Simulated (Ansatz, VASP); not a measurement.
## One calculation of Sb, two programs

```
CELL_PARAMETERS angstrom
3.37345 0.00000 0.00000
-1.68673 2.92149 0.00000
0.00000 0.00000 5.65189
ATOMIC_POSITIONS crystal
Sb 0.33333 0.66667 0.25000
Sb 0.66667 0.33333 0.75000
```

Alike in both runs: task single point; functional BLYP; k mesh 12 × 12 × 6; occupations fermi-dirac, width 0.1 eV; no spin polarisation.

```csv
,VASP,Ansatz
version,VASP 6.6.1,Ansatz 0.2.0
potentials or method,"VASP PAW PBE potentials, release 64 (Sb)","plane waves (420 eV) with PAW, scalar-relativistic"
plane-wave cutoff (eV),520,420
valence electrons in the cell,10,30
```

VASP gave:

| Quantity | Value |
| --- | --- |
| pressure (GPa) | 4.7 |
| largest component of the traceless stress (GPa) | 0.39 |

Problem. Estimate Ansatz's values.

Solution. Pressure (GPa): 4.5; largest component of the traceless stress (GPa): 0.36.

The two sets of potentials don't hold the same shells in valence.

Caveats: the PAW data sets were made with another functional, which shifts forces and pressure a little (VASP). The runs have no spin-orbit coupling, so splittings on Sb are missing.
